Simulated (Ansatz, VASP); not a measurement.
# Na: VASP beside Ansatz

File INCAR:

```
ALGO = Normal
EDIFF = 1E-7
ENCUT = 520
GGA = RP
ISIF = 2
ISMEAR = -1
LASPH = True
LCHARG = False
LREAL = False
LWAVE = False
NBANDS = 10
NELM = 60
PREC = Accurate
SIGMA = 0.1
```

The input KPOINTS:

```
k-points
0
Gamma
  11 11 11
```

The input POSCAR:

```
Na
1.0
    0.0000000000      2.8072660481      2.8072660481
    2.8072660481      0.0000000000      2.8072660481
    2.8072660481      2.8072660481      0.0000000000
Na
1
Direct
    0.0000000000      0.0000000000      0.0000000000
```

Input for Ansatz:

```yaml
crystal:
  lattice:
    - [0.0, 2.8072660481, 2.8072660481]
    - [2.8072660481, 0.0, 2.8072660481]
    - [2.8072660481, 2.8072660481, 0.0]
  atoms:
    - { symbol: Na, position: [0.0, 0.0, 0.0] }
hamiltonian:
  xc: rpbe
  pseudopotentials:
    kind: paw
    azcp:
      Na: "pseudopotentials/Na.paw.azcp"
basis:
  ecutwfc: 420
  fft_grid_basis: typed
kpoints:
  mp_grid: { grid: [11, 11, 11], shift: [0, 0, 0] }
magnetization:
  spin_polarized: false
scf:
  occupations: { method: fermi_dirac, width: 0.1 }
  lower_state_search: "off"
output:
  stress: true
```

Alike in both runs: task single point; functional RPBE; k mesh 11 × 11 × 11; occupations fermi-dirac, width 0.1 eV; no spin polarisation.

```csv
,VASP,Ansatz
version,VASP 6.6.1,Ansatz 0.2.0
potentials or method,"VASP PAW PBE potentials, release 64 (Na_pv)","plane waves (420 eV) with PAW, scalar-relativistic"
plane-wave cutoff (eV),520,420
valence electrons in the cell,7,9
```

|  | VASP | Ansatz | Ansatz less VASP |
| --- | --- | --- | --- |
| pressure (GPa) | -0.6 | -0.6 | +0.01 |

The two sets of potentials don't hold the same shells in valence.

Caveats: the PAW data sets were made with another functional, which shifts forces and pressure a little (VASP).
